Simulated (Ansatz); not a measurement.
MgS: what symmetry allows forces and stress to be

```xyz
2
Lattice="0.0197 2.5997 2.6502 2.7227 0.0000 2.6699 2.7030 2.5997 0.0197" Properties=species:S:1:pos:R:3 pbc="T T T"
Mg   -0.0063    0.0000    0.0298
S     2.7290    2.5997    2.6401
```

Method: DFT PBEsol, scalar-relativistic, plane waves, PAW (Ansatz 0.2.0).

Plane waves to 420 eV, a k mesh through Γ of 8×8×8 on the computed 2-atom cell and Gaussian smearing (0.02 eV); no spin polarisation.

This distorted cell has space group Cm, with 2 operations.

Problem. Without a calculation: in which directions can each atom feel a force?

Solution. A force must be left unchanged by every operation that keeps its atom in place, so it lies in the space that those operations leave fixed. Atoms that the group maps onto each other feel forces of one size.
| atom | site symmetry | operations at the site | equivalent to atom | allowed force (Cartesian) |
| --- | --- | --- | --- | --- |
| Mg1 | m | 2 | 1 | in the plane normal to (0.00, 1.00, 0.00) |
| S2 | m | 2 | 2 | in the plane normal to (0.00, 1.00, 0.00) |

That leaves 4 independent force components of 6, tied by 2 conditions that the forces sum to zero, so 2 remain. A relaxation in this cell that keeps the symmetry moves the atoms in these directions alone.

Problem. And the stress tensor?

Solution. It must be invariant under the point group, which leaves 4 independent components: yz, xy vanish.

Problem. Do the computed values obey this?

Solution. Yes. Forces (eV/Å):
```
Mg1  0.014  0.000 -0.118
S2  -0.014  0.000  0.118
```

Stress (GPa, compression positive, xx yy zz yz xz xy): -5.89 -3.01 -4.23 0.00 -0.70 0.00. The program imposes the same operations on density, forces and stress, so this confirms the analysis and is no independent test of the calculation.